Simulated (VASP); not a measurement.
CuI (pbesol), 2 atoms in the cell. It takes space group F-43m (No. 216, cubic). Conventional cell: a = 5.939 Å, b = 5.939 Å, c = 5.939 Å, α = 90.00°, β = 90.00°, γ = 90.00°. Cu (site symmetry -43m) is surrounded by 4 I at 2.57 Å. I (site symmetry -43m) has 4 Cu at 2.57 Å as nearest neighbours. 

| Quantity | Value |
| --- | --- |
| Program | VASP 6.6.1 |
| Task | single point |
| Functional | PBEsol |
| Potentials or basis | VASP PAW PBE potentials, release 64 (Cu, I) |
| Cutoff | 520 eV |
| k mesh | 8 × 8 × 8 |
| Occupations | gaussian, width 0.02 eV |
| Spin | no spin polarisation |
| Dipole correction | no |
| Further INCAR settings | ALGO = Fast; EDIFF = 1e-07; NBANDS = 16 |

Potentials or basis: VASP PAW PBE potentials, release 64 (Cu, I).

Command:

```bash
$ cat potpaw_PBE.64/Cu/POTCAR potpaw_PBE.64/I/POTCAR > POTCAR
$ mpirun -np 1 vasp_std > vasp.out
```

Hardware: 1 thread of Intel(R) Xeon(R) Platinum 8488C (Sapphire Rapids) (shared host).

Task: Estimate the wall time of this run.

Result: Wall time 18 s on 1 thread of Intel(R) Xeon(R) Platinum 8488C (Sapphire Rapids) (shared host), peak memory 0.18 GiB. Counts: scf iterations 14, k points 29.
